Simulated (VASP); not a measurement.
# Ir in VASP: work function with r2SCAN+rVV10

Aim: the work function of Ir with r2SCAN+rVV10.

Everything below comes from runs of VASP 6.6.1. Logs are shortened: lines on timing, memory, paths and dates and some standing lists are left out, and cuts for length are marked.

### Step 1. The slab as given

The cell holds a slab with vacuum, 4 atoms: a = 2.700 Å, b = 2.700 Å, c = 27.914 Å, α = 90.00°, β = 90.00°, γ = 120.00°.

The cell was built by a generator and needn't be a form met in nature.

### Step 2. Work function, r2SCAN+rVV10

INCAR reads:

```
SYSTEM = Ir
  PREC = Accurate
  ENCUT = 520
  EDIFF = 1E-6
  ISMEAR = 1
  SIGMA = 0.1
  LREAL = .FALSE.
  LASPH = .TRUE.
  NELM = 60
  ALGO = Normal
  ISIF = 2
  LWAVE = .FALSE.
  LCHARG = .TRUE.
  LDIPOL = .TRUE.
  IDIPOL = 3
  DIPOL = 0.5 0.5 0.500
  METAGGA = R2SCAN
  LMIXTAU = .TRUE.
  LUSE_VDW = .TRUE.
  IVDW_NL = 2
  BPARAM = 11.95
  CPARAM = 0.0093
  LELF = .TRUE.
  LVHAR = .TRUE.
  LVACPOTAV = .TRUE.
```

KPOINTS reads:

```
Automatic mesh
0
G
  16 16 1
  0 0 0
```

POSCAR reads:

```
Ir                                      
1.0
    2.6997849600      0.0000000000      0.0000000000
   -1.3498924800      2.3380823200      0.0000000000
    0.0000000000      0.0000000000     27.9144866300
  Ir            
     4
Direct
     0.6666669999999968    0.3333330000000032    0.3819737816385181
     0.3333340000000007    0.6666659999999993    0.4605984101189439
     0.0000000000000000    0.0000000000000000    0.5394015898810560
     0.6666669999999968    0.3333330000000032    0.6180262183614819
```

Potentials or basis: VASP PAW PBE potentials, release 64 (Ir).

Command:

```bash
> cat potpaw_PBE.64/Ir/POTCAR > POTCAR
> mpirun -np 1 vasp_std > vasp.out
```

OUTCAR:

```text
SYSTEM = Ir
   PREC = Accurate
   ENCUT = 520
   EDIFF = 1E-6
   ISMEAR = 1
   LREAL = .FALSE.
   LASPH = .TRUE.
   NELM = 60
   ISIF = 2
   METAGGA = R2SCAN
   IVDW_NL = 2
   BPARAM = 11.95

 ion  position               nearest neighbor table
   1  0.667  0.333  0.382-   2 2.69   2 2.69   2 2.69
   2  0.333  0.667  0.461-   1 2.69   1 2.69   1 2.69   3 2.70   3 2.70   3 2.70
   3  0.000  0.000  0.539-   4 2.69   4 2.69   4 2.69   2 2.70   2 2.70   2 2.70
   4  0.667  0.333  0.618-   3 2.69   3 2.69   3 2.69

  LATTYP: Found a hexagonal cell.
 ALAT       =     2.6997849600
 C/A-ratio  =    10.3395222374

  Lattice vectors:

 A1 = (   2.6997849600,   0.0000000000,   0.0000000000)
 A2 = (  -1.3498924800,   2.3380823200,   0.0000000000)
 A3 = (   0.0000000000,   0.0000000000,  27.9144866300)

Analysis of symmetry for initial positions (statically):
=====================================================================
 Subroutine PRICEL returns:
 Original cell was already a primitive cell.

 Routine SETGRP: Setting up the symmetry group for a
 hexagonal supercell.

 Subroutine GETGRP returns: Found 12 space group operations
 (whereof  6 operations were pure point group operations)
 out of a pool of 24 trial point group operations.

The static configuration has the point symmetry C_3v.
 The point group associated with its full space group is D_3d.

Analysis of symmetry for dynamics (positions and initial velocities):
=====================================================================
 Subroutine PRICEL returns:
 Original cell was already a primitive cell.

 Routine SETGRP: Setting up the symmetry group for a
 hexagonal supercell.

 Subroutine GETGRP returns: Found 12 space group operations
 (whereof  6 operations were pure point group operations)
 out of a pool of 24 trial point group operations.

The dynamic configuration has the point symmetry C_3v.
 The point group associated with its full space group is D_3d.

 Subroutine INISYM returns: Found 12 space group operations
 (whereof  6 operations are pure point group operations),
 and found     1 'primitive' translations

----------------------------------------------------------------------------------------

                                     Primitive cell

  volume of cell :     176.2052

  direct lattice vectors                    reciprocal lattice vectors
     2.699784960  0.000000000  0.000000000     0.370399871  0.213850469  0.000000000
    -1.349892480  2.338082320  0.000000000     0.000000000  0.427700937  0.000000000
     0.000000000  0.000000000 27.914486630     0.000000000  0.000000000  0.035823693

  length of vectors
     2.699784960  2.699784925 27.914486630     0.427700932  0.427700937  0.035823693

  position of ions in fractional coordinates (direct lattice)
     0.666667000  0.333333000  0.381973782
     0.333334000  0.666666000  0.460598410
     0.000000000  0.000000000  0.539401590
     0.666667000  0.333333000  0.618026218

  ion indices of the primitive-cell ions
   primitive index   ion index
                 1           1
                 2           2
                 3           3
                 4           4

----------------------------------------------------------------------------------------

 KPOINTS: Automatic mesh

Automatic generation of k-mesh.
 Grid dimensions read from file:
 generate k-points for:   16   16    1

 Generating k-lattice:

  Cartesian coordinates                     Fractional coordinates (reciprocal lattice)
     0.023149992  0.013365654  0.000000000     0.062500000  0.000000000  0.000000000
     0.000000000  0.026731309  0.000000000     0.000000000  0.062500000  0.000000000
     0.000000000  0.000000000  0.035823693     0.000000000  0.000000000  1.000000000

  Length of vectors
     0.026731308  0.026731309  0.035823693

  Shift w.r.t. Gamma in fractional coordinates (k-lattice)
     0.000000000  0.000000000  0.000000000

 Subroutine IBZKPT returns following result:
 ===========================================

 Found     30 irreducible k-points:

 Following reciprocal coordinates:
            Coordinates               Weight
  0.000000  0.000000  0.000000      1.000000
  0.062500  0.000000  0.000000      6.000000
  0.125000  0.000000  0.000000      6.000000
  0.187500  0.000000  0.000000      6.000000
  0.250000  0.000000  0.000000      6.000000
  0.312500  0.000000  0.000000      6.000000
[... 16 lines left out ...]
  0.187500  0.187500  0.000000      6.000000
  0.250000  0.187500  0.000000     12.000000
 [... further k-points ...]
   k-points           NKPTS =     30   k-points in BZ     NKDIM =     30   number of bands    NBANDS=     22
   number of dos      NEDOS =    301   number of ions     NIONS =      4
   total plane-waves  NPLWV =  84000
   dimension x,y,z NGX =    20 NGY =   20 NGZ =  210
   dimension x,y,z NGXF=    40 NGYF=   40 NGZF=  420
   ions per type =               4
   NGX,Y,Z   is equivalent  to a cutoff of  12.32, 12.32, 12.51 a.u.
   NGXF,Y,Z  is equivalent  to a cutoff of  24.63, 24.63, 25.01 a.u.
 SYSTEM =  Ir
   PREC   = accura    normal or accurate (medium, high low for compatibility)
   ISTART =      0    job   : 0-new  1-cont  2-samecut
   ICHARG =      2    charge: 1-file 2-atom 10-const
   ISPIN  =      1    spin polarized calculation?
   LNONCOLLINEAR =      F non collinear calculations
   LSORBIT =      F    spin-orbit coupling
   LASPH  =      T    aspherical Exc in radial PAW
   ENCUT  =  520.0 eV  38.22 Ry    6.18 a.u.   5.02  5.02 51.90*2*pi/ulx,y,z
   NELM   =     60;   NELMIN=  2; NELMDL= -5     # of ELM steps
   EDIFF  = 0.1E-05   stopping-criterion for ELM
   LREAL  =      F    real-space projection
[... 7 lines left out ...]
   TEBEG  =    0.0;   TEEND  =   0.0 temperature during run
   PSTRESS=    0.0 pullay stress
   NELECT =      36.0000    total number of electrons
   NUPDOWN=      -1.0000    fix difference up-down
   EMIN   =  10.00;   EMAX   =-10.00  energy-range for DOS
   EFERMI =   0.00;   METHOD = LEGACY
   ISMEAR =     1;   SIGMA  =   0.10  broadening in eV -4-tet -1-fermi 0-gaus
   EFERMI_NEDOS =   21; number of points for ismear=-14 and -15
   IALGO  =     38    algorithm
   IMIX   =      4    mixing-type and parameters
     AMIX     =   0.40;   BMIX     =  1.00
     AMIX_MAG =   1.60;   BMIX_MAG =  1.00
  volume/ion in A,a.u.               =      44.05       297.27
  Fermi-wavevector in a.u.,A,eV,Ry     =   0.964205  1.822084 12.649222  0.929692
  Thomas-Fermi vector in A             =   2.093817
   LORBIT       =      0    0 simple, 1 ext, 2 COOP (PROOUT), +10 PAW based schemes
   METAGGA = R2SCAN    functional components
   LHFCALC =     F    Hartree Fock is set to
   AEXX    =    0.0000 exact exchange contribution
   IVDW_NL    =     2    kernel type
   BPARAM     =11.9500
   IVDW    =     0    specifies the selected vdW correction
   LEPSILON=     F    determine dielectric tensor
   LRPA    =     F    only Hartree local field effects (RPA)
 non-spin polarized calculation
 Methfessel and Paxton  Order N= 1 SIGMA  =   0.10
  energy-cutoff  :      520.00
  volume of cell :      176.21
 maximum number of plane-waves:      4801
 NGX is ok and might be reduce to    20
   NGX =  9   NGY =  9   NGZ =103

 number of electron      35.9999998 magnetization

 dipolmoment           0.000000      0.000000     -0.000000 electrons x Angstroem

 Free energy of the ion-electron system (eV)
  ---------------------------------------------------
  ext. energy  EPLUGINS =         0.00000000
  ---------------------------------------------------
  free energy    TOTEN  =      -206.72323474 eV

  energy without entropy =     -206.72582986  energy(sigma->0) =     -206.72409978

 E-fermi :  -0.7975     XC(G=0):  -5.6959

 val. band max:       -0.7994506097   @ k =   0.1875   0.1250   0.0000
 cond. band min:      -0.7164776184   @ k =   0.4375   0.1250   0.0000
 fundamental gap:      0.0829729913
 Fermi energy:        -0.7975257557

 k-point     1 :       0.0000    0.0000    0.0000
  band No.  band energies     occupation
      1     -11.9143      2.00000
      2     -10.3341      2.00000
      3      -9.1090      2.00000
      4      -9.0254      2.00000
      5      -5.0778      2.00000
      6      -4.9073      2.00000
[... 14 lines left out ...]
     21      -0.6575     -0.06351
     22      -0.6575     -0.06351

 k-point     2 :       0.0625    0.0000    0.0000
  band No.  band energies     occupation
      1     -11.7529      2.00000
      2     -10.1747      2.00000
      3      -8.9528      2.00000
      4      -8.8590      2.00000
      5      -5.1910      2.00000
      6      -5.1434      2.00000
[... 14 lines left out ...]
     21      -1.2504      2.00000
     22      -0.6589     -0.06455

 k-point     3 :       0.1250    0.0000    0.0000
  band No.  band energies     occupation
      1     -11.2896      2.00000
      2      -9.7280      2.00000
      3      -8.5224      2.00000
      4      -8.3937      2.00000
      5      -5.6370      2.00000
      6      -5.4193      2.00000
[... 14 lines left out ...]
     21      -1.0235      2.00632
     22      -0.6636     -0.06746

 k-point     4 :       0.1875    0.0000    0.0000
  band No.  band energies     occupation
      1     -10.5954      2.00000
      2      -9.1142      2.00000
      3      -7.9905      2.00000
      4      -7.7493      2.00000
      5      -6.1973      2.00000
      6      -5.7472      2.00000
[... 14 lines left out ...]
     21      -0.6785     -0.07054
     22      -0.5346     -0.00128

 k-point     5 :       0.2500    0.0000    0.0000
  band No.  band energies     occupation
      1      -9.8188      2.00000
      2      -8.5991      2.00000
      3      -7.7261      2.00000
      4      -7.2378      2.00000
      5      -6.7786      2.00000
      6      -5.9409      2.00000
[... 417 lines left out ...]
 k-point    22 :       0.4375    0.1250    0.0000
  band No.  band energies     occupation
      1      -8.4538      2.00000
      2      -8.4428      2.00000
      3      -7.9353      2.00000
      4      -7.3139      2.00000
      5      -7.0606      2.00000
      6      -6.5740      2.00000
[... 14 lines left out ...]
     21       2.6698      0.00000
     22       3.6502      0.00000

 k-point    23 :       0.1875    0.1875    0.0000
  band No.  band energies     occupation
      1      -8.6830      2.00000
      2      -7.8944      2.00000
      3      -7.2253      2.00000
      4      -6.7670      2.00000
      5      -6.7172      2.00000
      6      -6.1617      2.00000
[... 14 lines left out ...]
     21       0.1258     -0.00000
     22       0.2238     -0.00000

 k-point    24 :       0.2500    0.1875    0.0000
  band No.  band energies     occupation
      1      -8.1633      2.00000
      2      -7.8251      2.00000
      3      -7.3377      2.00000
      4      -7.0237      2.00000
      5      -6.4397      2.00000
      6      -6.1363      2.00000
[... 14 lines left out ...]
     21       1.2001     -0.00000
     22       1.4843      0.00000

 [... further k-points ...]
[... 5 lines left out ...]
  --------------------------------------------------------------------------------------
  -------------------------------------------------------------------------------------
  Total       -0.8590722     -0.8590722      1.8956612      0.0000000      0.0000000     -0.0000000
  in kB       -7.8112698     -7.8112695     17.2366426      0.0000000      0.0000000     -0.0000000
  external PRESSURE =       0.5380344 kB  Pullay stress =       0.0000000 kB

 VOLUME and BASIS-vectors are now :
 -----------------------------------------------------------------------------
  energy-cutoff  :      520.00
  volume of cell :      176.21
      direct lattice vectors                 reciprocal lattice vectors
     2.699784960  0.000000000  0.000000000     0.370399871  0.213850469  0.000000000
    -1.349892480  2.338082320  0.000000000     0.000000000  0.427700937  0.000000000
     0.000000000  0.000000000 27.914486630     0.000000000  0.000000000  0.035823693

 POSITION                                       TOTAL-FORCE (eV/Angst)
 -----------------------------------------------------------------------------------
      1.34989      0.77936     10.66260         0.000000     -0.000000     -0.112967
      0.00000      1.55872     12.85737         0.000000      0.000000     -0.024608
      0.00000      0.00000     15.05712        -0.000000     -0.000000      0.024608
      1.34989      0.77936     17.25188        -0.000000      0.000000      0.112967
 -----------------------------------------------------------------------------------
    total drift:                               -0.000347      0.000200      0.000076

  FREE ENERGIE OF THE ION-ELECTRON SYSTEM (eV)
  ---------------------------------------------------
  free  energy   TOTEN  =      -206.7232347389 eV

  energy  without entropy=     -206.7258298635  energy(sigma->0) =     -206.72409978

 vacuum level on the upper side and lower side of the slab         5.154         5.154
```

Run time: 16 min. Hardware: 1 thread of AMD EPYC 9R45 (Zen 5), shared host; peak memory 0.62 GiB.

What came out:

```
Free energy                     : -206.7232 eV
Largest force                   : 0.113 eV/Å
Band gap on the k mesh          : none (metal or under the smearing width)
Work function of the upper face : 5.95 eV
Work function of the lower face : 5.95 eV
```

Forces on the atoms (eV/Å):
```
Ir   0.000  0.000 -0.113
Ir   0.000  0.000 -0.025
Ir   0.000  0.000  0.025
Ir   0.000  0.000  0.113
```

Levels at points of the mesh, in eV from the Fermi level:
```tsv
k point	band 15	band 16	band 17	band 18	band 19	band 20
(0.00, 0.00, 0.00)	-3.06	-1.31	-1.31	-0.90	-0.90	-0.74
(0.50, 0.00, 0.00)	0.14	0.64	0.96	1.24	1.28	1.77
```

Caveat: the PAW data sets were made with another functional, which shifts forces and pressure a little. Spin-orbit coupling is left out, which matters for the levels of Ir.
